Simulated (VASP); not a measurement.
Runs of VASP 6.6.1 on Ga. Symmetry: I4/mmm, No. 139, tetragonal system. Conventional cell: a = 2.769 Å, b = 2.769 Å, c = 4.622 Å, α = 90.00°, β = 90.00°, γ = 90.00°. Ga (site symmetry 4/mmm) is surrounded by 12 Ga at 2.77 to 3.03 Å. This isn't the form of Ga at room conditions, which is orthorhombic.

```csv
level,potentials or basis,spin,cell,k mesh,smearing,mesh quality,pressure (GPa),moment (μB)
LDA,"VASP PAW LDA potentials, release 64 (Ga_d)","non-collinear, zero start, SOC",volume scaled by 1.04,10 × 10 × 10,gaussian 0.15 eV,not flagged,(a),0.00
LDA,"VASP PAW LDA potentials, release 64 (Ga_d)","non-collinear, zero start, SOC",volume scaled by 1.02,10 × 10 × 10,gaussian 0.15 eV,not flagged,-2.8,0.00
LDA,"VASP PAW LDA potentials, release 64 (Ga_d)","non-collinear, zero start, SOC",as given,10 × 10 × 10,gaussian 0.15 eV,not flagged,-1.7,0.00
PBE,"VASP PAW PBE potentials, release 64 (Ga_d)",off,as given,6 × 6 × 6,fermi-dirac 0.02 eV,coarse,4.3,-
```

Alike in all rows: task single point; cutoff (eV) 520.

Q: Fill in the values left out.

A: (a) -3.7.

Caveats: some runs use coarse meshes.
